Before computing the stiffness of a metal for a stress estimate, one has to decide whether to let the simulated cell relax with the chosen functional or to hold it at a size taken from elsewhere. For hafnium in the simple cubic structure, this decision reverses the order of the results. With relaxed cells, LDA gives the stiffest metal and BLYP the softest. At one common cell size, LDA gives the softest and BLYP the stiffest.

Hafnium in the simple cubic structure, computed with Ansatz 0.2.0: DFT with plane waves and scalar-relativistic PAW, without spin polarisation. The cutoff is 420 eV, with Fermi-Dirac smearing of width 0.1 eV. Volume, bulk modulus and its pressure derivative come from an equation-of-state fit to uniformly scaled cells.

```
functional    k mesh  volume per atom (Å³)  bulk modulus (GPa)  bulk modulus pressure derivative
       LDA  13×13×13                 22.55                90.3                              3.75
    PBEsol  12×12×12                 23.59                79.6                              3.20
       PBE  18×18×18                 24.74                72.7                              3.51
    revPBE  12×12×12                 25.42                72.2                              3.20
      BLYP  12×12×12                 25.81                69.6                              3.44
```

A functional is the approximation used for the exchange and correlation energy of the electrons. The volume per atom, V, is the one at which the metal is free of pressure, and the bulk modulus, B, is its resistance to uniform compression there. The bulk modulus pressure derivative, B′, tells how fast B rises when pressure is applied. From LDA to BLYP the volume grows at every step, by 14% in all, while the bulk modulus falls at every step, by 23% in all.

The growth in volume can be understood from what the functionals do with an uneven electron density. LDA treats each point in the metal as if it belonged to a uniform electron gas of the local density. The other four functionals also look at how much the density changes, as a fraction of itself, over a typical electron wavelength; this measure is called the reduced gradient. Where it is large, they generally lower the energy below the LDA value.

When the crystal expands, the density between the atoms thins out, the electron wavelength there grows, and the reduced gradient tends to rise. The energy gained from the gradient correction therefore grows with volume, and the correction acts like an outward push on the cell. The metal expands until its cohesion balances that push. This chain of steps is standard theory; the table shows its outcome, the larger volumes, and not the gradients themselves.

The strength of the correction then sets the order within the PBE family. In PBEsol the exchange part responds more weakly to the gradient than in PBE, and the volume lies between those of LDA and PBE. In revPBE the exchange correction may climb to a higher ceiling than in PBE, with correlation left as it was, and the volume grows by a further 2.7%. A reader who knows how strongly a member of this family responds to the gradient can thus guess where its volume will fall.

BLYP gives the largest volume, but it does not belong on the same scale. It replaces both exchange and correlation, and its correlation part does not reproduce the uniform electron gas, a limit that the other four functionals keep. Its last place may come from either change or from both; the table does not separate them.

The fall in stiffness follows at first sight from the growth in volume. In a stretched metal the restoring forces are weaker, so a functional that expands the cell should also soften it. This idea can be turned into a number with LDA alone. The bulk modulus is defined by B = −V dP/dV, where P is the pressure, and the pressure derivative by B′ = dB/dP. Together they say that a small relative increase in volume lowers B by B′ times as much, in relative terms.

If B′ is taken as constant, these small steps add up to B = B(LDA) × [V(LDA)/V]^B′, with the B′ of LDA. For PBE this gives 90.3 GPa × (22.55/24.74)^3.75, or about 64 GPa. The calculation with PBE itself gives 72.7 GPa. The PBE bulk modulus played no part in the estimate, which used only the LDA row and the PBE volume.

The estimate gets the direction right and the size wrong. It comes out too soft for all four gradient functionals, and the gap widens along the series. For BLYP it predicts a loss of 40% relative to LDA, where the calculation gives 23%. Expansion is therefore more than enough to account for the softening, and something must give part of the stiffness back. The printed output after this text lists the estimate for every functional.

What gives it back becomes visible when all functionals are compared near the same volume, about 23.9 Å³ per atom. The pressures computed at the scaled cells allow this comparison, with volumes that agree to about 1%. There the bulk modulus is 71 GPa with LDA and 92 GPa with BLYP. At equal volume, then, the gradient functionals make the metal stiffer, although each makes it softer at its own relaxed volume.

The pressures explain what this reversal means. Near that common volume LDA has a pressure of about −4 GPa, so its metal is stretched and wants to contract. BLYP has about +7 GPa, so its metal is compressed and wants to expand. The difference between the two is the extra outward push, and by the definition of B a higher stiffness at equal volume means that this push weakens as the cell grows. Compression strengthens the push, and so the cell resists compression more. PBE, which differs from LDA only by its gradient terms, shows the same signs: near that volume it has a pressure of about +3 GPa and a bulk modulus of 84 GPa.

A diatomic molecule shows the same pair of effects in a simpler form. Imagine a small, equal charge placed on each of its two atoms. Their repulsion lengthens the bond, and a longer bond is usually softer. Yet the repulsion also grows when the atoms are pressed together, so at any fixed length the charged molecule is stiffer than the neutral one. At the new resting length both effects are present, and the softening through stretching usually wins.

The comparison holds for the balance of the two effects and no further. Gradient corrections are not a repulsion between charges, and their push does not follow Coulomb's law. It comes from the electron density of the whole crystal, which rearranges as the cell changes. The molecule therefore helps with the signs of the two effects in hafnium, but not with their sizes.

The step from PBE to revPBE is the irregular one. The volume still grows clearly, but the bulk modulus drops by only 0.5 GPa. With a B′ of about 3.5, an expansion of 2.7% should cost about 9% of the stiffness, or about 7 GPa. Most of that loss is made good by a higher stiffness at equal volume: carried back to the volume of PBE with its own B′, revPBE is about 6 GPa stiffer than PBE. Near the smaller common volume its lead is about 4 GPa. These leads show where the loss is recovered, but not why the recovery is so nearly complete at this step.

How completely the two effects cancel may depend on the settings. PBE was run with a denser k mesh, the grid on which the electron states are sampled, than the other functionals, and the effect of that difference was not tested. A bulk modulus obtained directly from the computed pressures differs from the tabulated one by up to 1.2 GPa. The small drop itself is therefore too fine to interpret. Its contrast with the 6.9 GPa lost from PBEsol to PBE is well outside that difference, but both steps share the PBE row. If the denser mesh makes PBE come out softer than it would on the mesh of its neighbours, the first loss looks too large and the second too small. Part of the irregularity may thus belong to the mesh and not to the functionals.

The pressure derivative shows no useful order among the gradient functionals. Their values span 0.31, and obtaining the same quantity from the pressures shifts individual values by up to 0.2. A ranking of these four functionals by B′ would mostly rank details of the evaluation. The volumes and the large steps in bulk modulus are a much firmer basis for reasoning.

For practical work, a cell size and a bulk modulus should come from the same functional if the metal is meant to be free of pressure. Holding the cell at another size builds in a pressure, which can reach several GPa, and the computed stiffness then belongs to a stretched or compressed metal. The table cannot settle which functional is closest to real hafnium, whose stable form at ordinary conditions is hexagonal. The simple cubic form is held in its symmetry here and may not be stable against distortion. Moreover, the datasets that represent the atomic cores were made for PBE, so the other four functionals carry a mismatch of untested size.

Printed output of the fit:

```
Steps along the series:
     row  volume above LDA in %  volume step in A3  volume step in %  bulk modulus step in GPa
     LDA                      0                n/a               n/a                       n/a
  PBEsol                  4.612               1.04             4.612                     -10.7
     PBE                  9.712               1.15             4.875                      -6.9
  revPBE                  12.73               0.68             2.749                      -0.5
    BLYP                  14.46               0.39             1.534                      -2.6
Bulk modulus if only the volume of LDA changed:
     row  estimate in GPa  computed in GPa  estimated change from LDA in %  computed change from LDA in %
     LDA             90.3             90.3                               0                              0
  PBEsol            76.25             79.6                          -15.56                         -11.85
     PBE            63.79             72.7                          -29.36                         -19.49
  revPBE            57.62             72.2                          -36.19                         -20.04
    BLYP            54.42             69.6                          -39.73                         -22.92
Second route through the stresses:
     row  bulk modulus from stresses in GPa  fit less stresses in GPa  pressure derivative from stresses  derivative fit less stresses
     LDA                              89.82                    0.4806                              3.788                      -0.03844
  PBEsol                              80.82                    -1.223                              3.282                      -0.08246
     PBE                               72.8                  -0.09645                              3.449                       0.06147
  revPBE                              71.77                    0.4298                              3.393                       -0.1929
    BLYP                               69.2                    0.3956                              3.616                       -0.1764
All functionals near one volume:
     row  volume in A3  distance from own equilibrium in %  pressure in GPa  bulk modulus there in GPa
     LDA         23.87                               5.865           -4.338                      71.15
  PBEsol         24.01                               1.789           -1.199                      75.38
     PBE         23.83                              -3.688            3.146                      83.84
  revPBE         23.89                              -6.029            5.065                      87.39
    BLYP         23.76                              -7.931            6.756                      91.95
Spread of the volumes used as the common volume in %: 1.048
Bulk modulus of BLYP over LDA at own equilibria: 0.7708
Bulk modulus of BLYP over LDA near the common volume: 1.292
Bulk modulus step PBE to revPBE from stresses in GPa: -1.026
Largest difference of the two routes in bulk modulus in GPa: 1.223
Largest difference of the two routes in pressure derivative: 0.1929
Spread of the fitted pressure derivative among the four gradient functionals: 0.31
```
